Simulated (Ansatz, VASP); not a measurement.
**Two plane-wave programs on Gd**

INCAR

```
ALGO     = Normal         # electronic algorithm
EDIFF    = 1E-7           # SCF threshold, eV
ENCUT    = 520            # plane-wave cutoff, eV
GGA      = PE             # functional
ISIF     = 2              # what is computed and relaxed
ISMEAR   = -1             # smearing method
ISPIN    = 2              # spin polarisation
LASPH    = T              # aspherical terms in the spheres
LCHARG   = T              # write CHGCAR
LELF     = T              # ELF
LMAXMIX  = 6              # l up to which the mixer works
LORBIT   = 11             # projections on sites
LREAL    = F              # projectors in reciprocal space
LVHAR    = T            
LWAVE    = F              # write WAVECAR
MAGMOM   = 7 7            # initial moments
NBANDS   = 29             # bands
NELM     = 120            # most SCF steps
PREC     = Accurate       # precision mode
SIGMA    = 0.05           # smearing width, eV
```

KPOINTS

```
k-points
0
Gamma
  8 8 5
```

Contents of POSCAR:

```
Gd
1.0
    3.6360000000      0.0000000000      0.0000000000
   -1.8180000000      3.1488683682      0.0000000000
    0.0000000000      0.0000000000      5.7826000000
Gd
2
Direct
    0.6666666667      0.3333333333      0.7500000000
    0.3333333333      0.6666666667      0.2500000000
```

Contents of input.yaml:

```yaml
crystal:
  lattice:
    - [3.636, 0.0, 0.0]
    - [-1.818, 3.1488683682, 0.0]
    - [0.0, 0.0, 5.7826]
  atoms:
    - { symbol: Gd, position: [0.6666666667, 0.3333333333, 0.75], spin: 7.0 }
    - { symbol: Gd, position: [0.3333333333, 0.6666666667, 0.25], spin: 7.0 }
hamiltonian:
  xc: pbe
  pseudopotentials: { kind: paw }
magnetization:
  spin_polarized: true
kpoints:
  mp_grid: { grid: [8, 8, 5] }
scf:
  occupations: { method: fermi_dirac, width: 0.05 }
output:
  forces: true
  stress: true
  eigenvalues: true
  write_density: true
  write_potential: true
  elf: true
  volumetric_format: npy
```

Alike in both runs: task single point; functional PBE; k mesh 8 × 8 × 5; occupations fermi-dirac, width 0.05 eV; collinear spin, ferromagnetic start.

```csv
,VASP,Ansatz
version,VASP 6.6.1,Ansatz 0.2.0
potentials or method,"VASP PAW PBE potentials, release 64 (Gd)",Ansatz PAW
plane-wave cutoff (eV),520,420
valence electrons in the cell,36,36
```

|  | VASP | Ansatz | Ansatz less VASP |
| --- | --- | --- | --- |
| gap on the k mesh at the Fermi level (eV) | none | none | - |
| pressure (GPa) | 0.6 | 0.6 | +0.03 |
| largest component of the traceless stress (GPa) | 0.22 | 0.23 | +0.009 |
| net moment per atom (μB) | 7.62 | 7.62 | -0.001 |
| size of the moment on the site where the two differ most (μB) | 6.99 | 7.34 | +0.352 |

Site moments also hang on the region over which each program counts them. A gap of «none» marks a metal or a gap that the smearing closes.

Caveats: spin-orbit coupling is left out, which moves the levels of the heavy elements. The state reached can hang on the start; a lower one may exist.
